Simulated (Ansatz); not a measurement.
**Two Ansatz runs on Ba**

Structure: COD 9008528, as refined from experiment and not relaxed.

First run: DFT, PBEsol, PAW with Ansatz's default frozen-core files, scalar-relativistic (Ansatz 0.2.0).

Command: `ansatz run input.yaml --threads 1 --pin off --max-ram 2048MiB --backend cpu --events-out ev --progress --plain --runs-dir out` The run took 3.4 s on 1 thread of Intel(R) Xeon(R) Platinum 8375C CPU @ 2.90GHz (Ice Lake), on a shared host, peak memory 0.42 GiB.

```yaml
crystal:
  lattice:
    - [-2.5, 2.5, 2.5]
    - [2.5, -2.5, 2.5]
    - [2.5, 2.5, -2.5]
  atoms:
    - { symbol: Ba, position: [0.0, 0.0, 0.0] }
kpoints:
  mp_grid: { grid: [10, 10, 10] }
  band_path:
    path:
      - [0.0, 0.0, 0.0]
      - [0.5, -0.5, 0.5]
      - [0.0, 0.0, 0.5]
      - [0.0, 0.0, 0.0]
      - [0.25, 0.25, 0.25]
      - [0.5, -0.5, 0.5]
      - [0.25, 0.25, 0.25]
      - [0.0, 0.0, 0.5]
    npoints: 5
scf:
  occupations: { method: fermi_dirac, width: 0.05 }
hamiltonian:
  xc: pbesol
  pseudopotentials: { kind: paw }
output:
  forces: true
  stress: true
  eigenvalues: true
  efg: { contact_densities: true }
  write_density: true
  write_potential: true
  elf: true
  volumetric_format: npy
```

Result: converged; pressure -0.60 GPa; no gap on the k mesh; 6 SCF iterations.

No spin–orbit coupling, which matters for the heavy atoms here.

A second input differs as follows:

```diff
@@ -21,7 +21,9 @@
 scf:
   occupations: { method: fermi_dirac, width: 0.05 }
+  max_iter: 80
 hamiltonian:
   xc: pbesol
   pseudopotentials: { kind: paw }
+  hubbard: { sites: [{ species: Ba, l: f, u_eff: 4.0 }] }
 output:
   forces: true
@@ -29,7 +31,3 @@
   eigenvalues: true
   efg: { contact_densities: true }
-  write_density: true
-  write_potential: true
-  elf: true
-  volumetric_format: npy
```

Q: What is wrong with it, and what does the program do?

A: The fault is a U on a shell that isn't there. The run refused before any iteration. The log ends:
```
Error: inconsistent input (hamiltonian.hubbard.sites[].l, hamiltonian.hubbard.sites[].shell): the file of Ba doesn't list 4f, and it can't be added: PBE doesn't bind the shell 4f of the free atom, whose level lies at +0.87 eV. Type an atom or ion with it (hamiltonian.pseudopotentials.projection_atoms), take another file or name another shell
```
